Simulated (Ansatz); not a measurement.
What a trial cell of GePt relaxes into

The calculation used DFT PBE, scalar-relativistic, plane waves, PAW in Ansatz. Cutoff 420 eV, Γ-centred k mesh, Gaussian smearing, no spin polarisation in the final step.

The start puts GePt on the AuCd (B19) structure type (Pmma, No. 51), with Ge in place of Cd, Pt in place of Au, at a guessed volume.

```yaml
crystal:
  lattice:
    - [4.57622, 0.00000, 0.00000]
    - [0.00000, 3.02838, 0.00000]
    - [0.00000, 0.00000, 4.67236]
  atoms:
    - { symbol: Ge, position: [0.75000, 0.00000, 0.68700] }
    - { symbol: Ge, position: [0.25000, 0.00000, 0.31300] }
    - { symbol: Pt, position: [0.75000, 0.50000, 0.18800] }
    - { symbol: Pt, position: [0.25000, 0.50000, 0.81200] }
```

Cell and atoms relax at zero pressure; the relaxation can't lower the symmetry of the start. After a coarse first stage the cell is made exact in the group found at 0.06 Å.

Formation energies are uncorrected and refer to the elements' standard structures at the same level.

Question: Describe the relaxed structure.

Answer: It keeps Pmma (No. 51). The result has the AuCd (B19) structure. Conventional cell: a = 4.770 Å, b = 3.052 Å, c = 4.497 Å. Ge has 8 Pt at 2.65–2.86 Å, 4 Ge at 3.05–3.08 Å and 2 Ge at 3.48 Å; Pt has 8 Ge at 2.65–2.86 Å and 4 Pt at 2.98–3.05 Å.

```xyz
4
Lattice="4.7698 0.0000 0.0000 0.0000 3.0525 0.0000 0.0000 0.0000 4.4974" Properties=species:S:1:pos:R:3 pbc="T T T"
Ge    3.5773    0.0000    3.2269
Ge    1.1924    0.0000    1.2705
Pt    3.5773    1.5262    0.8908
Pt    1.1924    1.5262    3.6065
```

Question: What are its volume, energy, density and gap?

Answer: The volume per atom is 16.37 Å³, the density is 13.58 g/cm³ and the energy over the elements is -0.13 eV/atom. The gap on the 10×16×10 mesh is 0 eV (a metal).

The final run used a 10×16×10 mesh on its 4-atom cell and 0.10 eV smearing. For metals, differences of a few meV/atom aren't resolved. Spin–orbit coupling is left out. Symmetry constrained the relaxation, so the result can be a saddle point. The steps took about 7 core-minutes in all.